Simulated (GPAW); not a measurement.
A run of GPAW 26.7.0 is set up as follows.

File run.py:

```python
from ase import Atoms
from ase.dft.bandgap import bandgap
from ase.io import write
from ase.units import GPa
from gpaw import GPAW, PW, setup_paths

setup_paths.insert(0, '.')

atoms = Atoms(['Te', 'Te', 'Ti', 'Ti'],
              cell=[[3.842, 0.0, 0.0],
                    [-1.921, 3.3272696013, 0.0],
                    [0.0, 0.0, 6.403]],
              scaled_positions=[[0.6666666667, 0.3333333333, 0.75],
                                [0.3333333333, 0.6666666667, 0.25],
                                [0.0, 0.0, 0.5],
                                [0.0, 0.0, 0.0]],
              pbc=True)

calc = GPAW(mode=PW(450),
            xc='PBEsol',
            kpts={'size': (7, 7, 4), 'gamma': True},
            occupations={'name': 'fermi-dirac', 'width': 0.05},
            nbands=34,
            maxiter=120,
            txt='gpaw.txt')
atoms.calc = calc
energy = atoms.get_potential_energy()
forces = atoms.get_forces()
stress = atoms.get_stress()
calc.write('gs.gpw')
write('result.traj', atoms)
print(f'Energy: {energy:.6f} eV')
print('Forces (eV/A):')
print(forces.round(4))
print('Stress (GPa):', (stress / GPa).round(3))
print('Fermi level:', round(calc.get_fermi_level(), 4), 'eV')
print(f'Gap: {bandgap(calc)[0]:.4f} eV, direct: {bandgap(calc, direct=True)[0]:.4f} eV')
```

Potentials or basis: PAW data sets generated in the run's folder for this functional, pw.

Launch:

```sh
$ gpaw-setup -f PBEsol Te Ti
$ OMP_NUM_THREADS=1 python run.py
```

(1) What does it give for the pressure?

(2) Estimate the band gap on the k mesh.

## Answers

(1) 2.9 GPa.

(2) none (metal or under the smearing width).

Caveat: the cutoff is short for stress and forces, so pressures can be off by a GPa or more.
